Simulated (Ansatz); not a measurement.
# BAs: the cost of one run

Method: DFT r2SCAN, scalar-relativistic, plane waves, PAW, in Ansatz 0.2.0.

1 further run of the same task is left out (set aside as unsound or not needed).

## 1. The system as given

Symmetry: F-43m, No. 216, cubic system. Conventional cell: a = 4.784 Å, b = 4.784 Å, c = 4.784 Å, α = 90.00°, β = 90.00°, γ = 90.00°. B (site symmetry -43m) has 4 As at 2.07 Å as nearest neighbours. As (site symmetry -43m) is surrounded by 4 B at 2.07 Å.

Structure file:

```
B As
1.0
     0.00000    2.39192    2.39192
     2.39192    0.00000    2.39192
     2.39192    2.39192    0.00000
B As
1 1
Direct
  0.00000 0.00000 0.00000
  0.75000 0.75000 0.75000
```

This cell was relaxed beforehand with the same method: volume 13.68 Å³/atom, gap on the mesh 1.37 eV.

## 2. Cutting the slab

Miller indices refer to the conventional cell of the relaxed bulk, F-43m (No. 216): a = 4.784 Å, b = 4.784 Å, c = 4.784 Å, α = 90.00°, β = 90.00°, γ = 90.00°.

A (111) slab, 6.2 Å thick as cut, with 17 Å of vacuum; its outer planes are B (top) and As (bottom).

The slab as cut. Its planes from the bottom up:

| plane | atoms per cell | height over the lowest (Å) |
| --- | --- | --- |
| 1 | As | 0.00 |
| 2 | B | 0.69 |
| 3 | As | 2.76 |
| 4 | B | 3.45 |
| 5 | As | 5.52 |
| 6 | B | 6.21 |

## 3. Relaxing the clean slab

Input file input.yaml:

```yaml
crystal:
  lattice:
    - [3.3826817421, 0.0, 0.0]
    - [-1.691340871, 2.9294883216, 0.0]
    - [0.0, 0.0, 23.2143831728]
  atoms:
    - { symbol: As, position: [0.0, 0.0, 0.366152309] }
    - { symbol: B, position: [0.3333333333, 0.6666666667, 0.3958962403] }
    - { symbol: As, position: [0.3333333333, 0.6666666667, 0.4851280343] }
    - { symbol: B, position: [0.6666666667, 0.3333333333, 0.5148719657] }
    - { symbol: As, position: [0.6666666667, 0.3333333333, 0.6041037597] }
    - { symbol: B, position: [0.0, 0.0, 0.633847691] }
basis:
  ecutwfc: 500
kpoints:
  mp_grid: { grid: [9, 9, 1] }
hamiltonian:
  xc: r2scan
scf:
  occupations: { method: gaussian, width: 0.05 }
output:
  forces: true
  eigenvalues: true
  write_density: true
  write_potential: true
  elf: true
  volumetric_format: npy
relax:
  adjacent_minimum: "off"
  f_tol: 0.03
  max_steps: 70
  constraints: [{ sites: [0, 1, 2] }]
efield:
  axis: 3
  dipole_correction: true
  ramp_width: 0.04
```

Started as:

```bash
$ ansatz run input.yaml --threads 2 --pin off --max-ram 6144MiB --backend cpu --events-out ev --progress --plain --runs-dir out
```

What time and memory should one allow on 2 threads of an x86-64 CPU, shared host?

About 84 s, with a peak of 1 GiB.
